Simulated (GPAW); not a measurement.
# Local fields in the sheet polarisability of MoS2 (bilayer of trigonal-prismatic sheets, stacked parallel)

Aim: the sheet polarisability of MoS2 (bilayer of trigonal-prismatic sheets, stacked parallel), with and without local fields.

Method: LDA and many-body steps on it, plane waves, in GPAW 26.7.0.

This is a report of a sequence of runs, with most program output left out.

## (1) Starting point

The cell holds 6 atoms: 2 Mo and 4 S. Its edges and angles: a = 3.117 Å, b = 3.117 Å, c = 20.300 Å, α = 90.0°, β = 90.0°, γ = 120.0°. It derives from MoS2. Vacuum lies along c.

As a file:

```xyz
6
Lattice="3.1174 0.0000 0.0000 -1.5587 2.6997 0.0000 0.0000 0.0000 20.3000" Properties=species:S:1:pos:R:3
Mo    0.0000    1.7998    7.0853
S     1.5587    0.8999    8.6388
S     1.5587    0.8999    5.5339
Mo    3.1174    0.0000   13.2144
S     0.0000    1.7998   14.7663
S     0.0000    1.7998   11.6614
```

The structure was relaxed with LDA. The runs that relaxed it are not among those shown.

## (2) Empty states on the mesh, 15×15×1 mesh, 118 bands

This step: GPAW 26.7.0; DFT, LDA, plane waves, PAW.

The sums over transitions need many empty states on a uniform mesh; this step solves for them.

Contents of run.py:

```python
import json
import numpy as np
from gpaw.mpi import world
from gpaw import GPAW

calc = GPAW('gs.gpw').fixed_density(kpts={'size': (15, 15, 1), 'gamma': True},
    nbands=137,
    convergence={'bands': 118},
    update_fermi_level=True,
    txt='nscf.txt')
calc.write('full.gpw', mode='all')
res = {}
kpts = calc.get_ibz_k_points()
res['kpts'] = kpts
res['eigenvalues'] = [calc.get_eigenvalues(kpt=k) for k in range(len(kpts))]
res['n_electrons'] = calc.get_number_of_electrons()

if world.rank == 0:
    with open('result.json', 'w') as f:
        json.dump(res, f, default=lambda x: x.tolist())
```

On the command line:

```sh
> mpirun -n 8 gpaw python run.py
```

The job ended after 1.9 min (8 MPI ranks of Arm Neoverse V1, shared host; peak memory 1.7 GiB).

This step gave:

```
gap                                                           : 1.321 eV
k of the valence top                                          : 0, 0, 0
k of the conduction bottom                                    : 0.3333, -0.1333, 0
least direct gap                                              : 1.793 eV
k points computed                                             : 27
lowest point of the top converged band, above the valence top : 32.56 eV
```

On this mesh the gap is 1.321 eV.

## (3) RPA response

The response function is computed on a frequency grid, with local fields up to the given cutoff.

This step: linear response, RPA, on LDA, plane waves, PAW.

Contents of run.py:

```python
import json
import numpy as np
from gpaw.mpi import world
from gpaw.response.df import DielectricFunction

df = DielectricFunction('full.gpw',
    ecut=50,
    nbands=118,
    eta=0.2,
    frequencies={'type': 'nonlinear', 'domega0': 0.05, 'omega2': 10.0},
    intraband=False,
    truncation='2D',
    txt='df.txt')
res = {'optical': {}, 'eels': []}
for d in 'x':
    y0, y = df.get_polarizability(direction=d, xc='RPA', filename=None)
    res['optical'][d] = [y0.real, y0.imag, y.real, y.imag]
res['w'] = df.get_frequencies()
for q_c in [[0.0666666667, 0, 0], [0.2, 0, 0], [0.4666666667, 0, 0], [0.8, 0, 0], [1.2, 0, 0]]:
    res['eels'].append(df.get_eels_spectrum(q_c=q_c, xc='RPA', filename=None))

if world.rank == 0:
    with open('result.json', 'w') as f:
        json.dump(res, f, default=lambda x: x.tolist())
```

On the command line:

```sh
> mpirun -n 8 gpaw python run.py
```

Elapsed: 98 s, on 8 MPI ranks; peak memory 4.7 GiB.

This step gave:

| Property | Result |
| --- | --- |
| static polarisability of the sheet (Å) | 12.22 |
| the same without local fields | 13.00 |

The static value is 12.22.

RPA, broadening 0.2 eV. Im polarisability of the sheet against photon energy; read off at these points:

| photon energy (eV) | xx, no local fields (Å) | xx, local fields (Å) |
| --- | --- | --- |
| 0.0 | 0 | 0 |
| 1.0 | 0.587 | 0.523 |
| 2.0 | 5.47 | 4.51 |
| 3.0 | 20.0 | 20.0 |
| 4.0 | 14.4 | 14.5 |
| 5.0 | 11.1 | 10.4 |
| 6.0 | 8.07 | 7.34 |
| 7.0 | 5.42 | 5.35 |
| 8.0 | 3.39 | 3.29 |
| 9.0 | 3.01 | 2.84 |
| 10.0 | 4.32 | 3.47 |
| 10.6 | 5.32 | 4.22 |
| 11.0 | 4.79 | 3.88 |
| 12.0 | 3.56 | 2.96 |
| 13.0 | 2.57 | 2.15 |
| 14.0 | 2.21 | 1.88 |
| 15.0 | 1.66 | 1.45 |
| 16.0 | 1.24 | 1.17 |
| 17.0 | 0.880 | 0.840 |
| 18.0 | 0.615 | 0.950 |
| 19.0 | 0.447 | 0.792 |
| 20.0 | 0.318 | 0.611 |
| 21.0 | 0.253 | 0.497 |
| 22.0 | 0.204 | 0.428 |
| 23.0 | 0.183 | 0.378 |
| 24.0 | 0.142 | 0.320 |
| 25.0 | 0.134 | 0.230 |
| 26.0 | 0.122 | 0.200 |
| 27.0 | 0.0990 | 0.151 |
| 28.0 | 0.0879 | 0.127 |
| 29.0 | 0.0815 | 0.107 |
| 30.0 | 0.0756 | 0.0876 |
| 31.0 | 0.0735 | 0.0816 |
| 32.0 | 0.0721 | 0.0713 |
| 33.0 | 0.0746 | 0.0625 |
| 34.0 | 0.0807 | 0.0586 |
| 35.0 | 0.0827 | 0.0542 |
| 36.0 | 0.126 | 0.0577 |
| 37.0 | 0.872 | 0.0872 |
| 38.0 | 1.07 | 0.109 |
| 39.0 | 0.390 | 0.137 |

## (4) RPA response, local-field cutoff (15×15×1 mesh, 118 bands, screening to 100 eV, broadening 0.2 eV)

Edit run.py of step 3 so:

```diff
@@ -6,3 +6,3 @@
 df = DielectricFunction('full.gpw',
-    ecut=50,
+    ecut=100,
     nbands=118,
@@ -18,3 +18,3 @@
 res['w'] = df.get_frequencies()
-for q_c in [[0.0666666667, 0, 0], [0.2, 0, 0], [0.4666666667, 0, 0], [0.8, 0, 0], [1.2, 0, 0]]:
+for q_c in [[0.4666666667, 0, 0]]:
     res['eels'].append(df.get_eels_spectrum(q_c=q_c, xc='RPA', filename=None))
```

On the command line:

```sh
> mpirun -n 8 gpaw python run.py
```

The job ended after 89 s (8 MPI ranks; peak memory 24 GiB; 10 min of CPU time).

Numbers from this step:

```
static polarisability of the sheet (Å) : 11.85
the same without local fields          : 13.00
```

The static value is 11.85.

## (5) RPA response, fewer bands (15×15×1 mesh, 31 bands, screening to 50 eV, broadening 0.2 eV)

Edit run.py of step 4 so:

```diff
@@ -6,4 +6,4 @@
 df = DielectricFunction('full.gpw',
-    ecut=100,
-    nbands=118,
+    ecut=50,
+    nbands=31,
     eta=0.2,
@@ -18,3 +18,3 @@
 res['w'] = df.get_frequencies()
-for q_c in [[0.4666666667, 0, 0]]:
+for q_c in []:
     res['eels'].append(df.get_eels_spectrum(q_c=q_c, xc='RPA', filename=None))
```

On the command line:

```sh
> mpirun -n 8 gpaw python run.py
```

Run time: 14 s. Hardware: 8 MPI ranks; peak memory 3.8 GiB.

Numbers from this step:

```yaml
static_polarisability_of_the_sheet_a: 9.361
the_same_without_local_fields: 9.777
```

## (6) RPA response, scissors (15×15×1 mesh, 118 bands, screening to 50 eV, broadening 0.2 eV)

Edit run.py of step 5 so:

```diff
@@ -7,3 +7,3 @@
     ecut=50,
-    nbands=31,
+    nbands=118,
     eta=0.2,
@@ -12,2 +12,3 @@
     truncation='2D',
+    eshift=1.0,
     txt='df.txt')
```

On the command line:

```sh
> mpirun -n 8 gpaw python run.py
```

Wall time 18 s (8 MPI ranks); peak memory 3.9 GiB; 1.7 min of CPU time.

This step gave:

```yaml
static_polarisability_of_the_sheet_a: 9.785
the_same_without_local_fields: 10.34
```

The static value is 9.78.

The Im polarisability of the sheet has structure finer than the step of the table below, so its rows give means over 2 eV, whole bins alone (the curve runs from 0 to 39.8 eV). Peaks (eV: height): xx, no local fields 4.0: 20.0, 11.6: 5.31; xx, local fields 4.0: 20.2.

RPA, broadening 0.2 eV. The Im polarisability of the sheet by photon energy; means over each step:

| photon energy (eV) | xx, no local fields (Å) | xx, local fields (Å) |
| --- | --- | --- |
| 2 | 1.29 | 1.11 |
| 4 | 15.0 | 14.6 |
| 6 | 10.9 | 10.4 |
| 8 | 5.51 | 5.30 |
| 10 | 3.21 | 2.95 |
| 12 | 4.55 | 3.70 |
| 14 | 2.74 | 2.30 |
| 16 | 1.73 | 1.51 |
| 18 | 0.899 | 0.956 |
| 20 | 0.454 | 0.814 |
| 22 | 0.262 | 0.528 |
| 24 | 0.180 | 0.386 |
| 26 | 0.134 | 0.246 |
| 28 | 0.101 | 0.160 |
| 30 | 0.0826 | 0.110 |
| 32 | 0.0736 | 0.0827 |
| 34 | 0.0761 | 0.0653 |
| 36 | 0.0891 | 0.0572 |
| 38 | 0.778 | 0.0858 |

## (7) RPA response, no empty band (15×15×1 mesh, 26 bands, screening to 30 eV, broadening 0.2 eV)

Edit run.py of step 6 so:

```diff
@@ -6,4 +6,4 @@
 df = DielectricFunction('full.gpw',
-    ecut=50,
-    nbands=118,
+    ecut=30,
+    nbands=26,
     eta=0.2,
@@ -12,3 +12,2 @@
     truncation='2D',
-    eshift=1.0,
     txt='df.txt')
```

On the command line:

```sh
> mpirun -n 8 gpaw python run.py
```

Elapsed: 7.8 s, on 8 MPI ranks; peak memory 2.8 GiB.

Numbers from this step:

* static polarisability of the sheet (Å): 0
* the same without local fields: 0

The run ended normally, though the input holds a fault or crude settings.

The fault put into this input: no empty band.

## (8) The runs together

Times are wall times on 8 MPI ranks of Arm Neoverse V1, shared host, good to a factor of about two.

The polarisability of a sheet is α = (ε − 1) L / 4π, with L the height of the cell, and does not depend on L.

| run | static polarisability (Å) | without local fields | time |
| --- | --- | --- | --- |
| RPA response | 12.22 | 13.00 | 98 s |
| RPA response, local-field cutoff (15×15×1 mesh, 118 bands, screening to 100 eV, broadening 0.2 eV) | 11.85 | 13.00 | 89 s |
| RPA response, fewer bands (15×15×1 mesh, 31 bands, screening to 50 eV, broadening 0.2 eV) | 9.36 | 9.78 | 14 s |
| RPA response, scissors (15×15×1 mesh, 118 bands, screening to 50 eV, broadening 0.2 eV) | 9.78 | 10.34 | 18 s |

## (9) What came out

```
RPA response                                                                                       : static polarisability (Å) 12.22
RPA response, local-field cutoff (15×15×1 mesh, 118 bands, screening to 100 eV, broadening 0.2 eV) : static polarisability (Å) 11.85
RPA response, fewer bands (15×15×1 mesh, 31 bands, screening to 50 eV, broadening 0.2 eV)          : static polarisability (Å) 9.36
RPA response, scissors (15×15×1 mesh, 118 bands, screening to 50 eV, broadening 0.2 eV)            : static polarisability (Å) 9.78
```

In words: In the optical limit the electronic static polarisability (Å) is 12.22, against 13.00 without local fields. RPA response, local-field cutoff (15×15×1 mesh, 118 bands, screening to 100 eV, broadening 0.2 eV): static polarisability (Å) = 11.85. RPA response, fewer bands (15×15×1 mesh, 31 bands, screening to 50 eV, broadening 0.2 eV): static polarisability (Å) = 9.36. RPA response, scissors (15×15×1 mesh, 118 bands, screening to 50 eV, broadening 0.2 eV): static polarisability (Å) = 9.78. ε(0) converges slowly with a Γ-centred mesh, and this one is not shown settled. Unless a shift is named, the levels are those of the density functional, and only a kernel with a long-range part can bind an exciton.

[Paths, hosts, dates, memory and timing lines, banners, echoed tables and standing remarks are left out of the program output.]

[Logs are printed without paths, hosts, clocks, repeated set-up lines and the standing remarks that a program may print on its own settings, such as how far it seeks lower states.]

[Runs of the session that timed out or met a known fault of the program may be left out.]

[Hosts, paths, dates, database ids (printed as entryN), source tags and the programs' standing remarks are cut or masked in the printed files.]
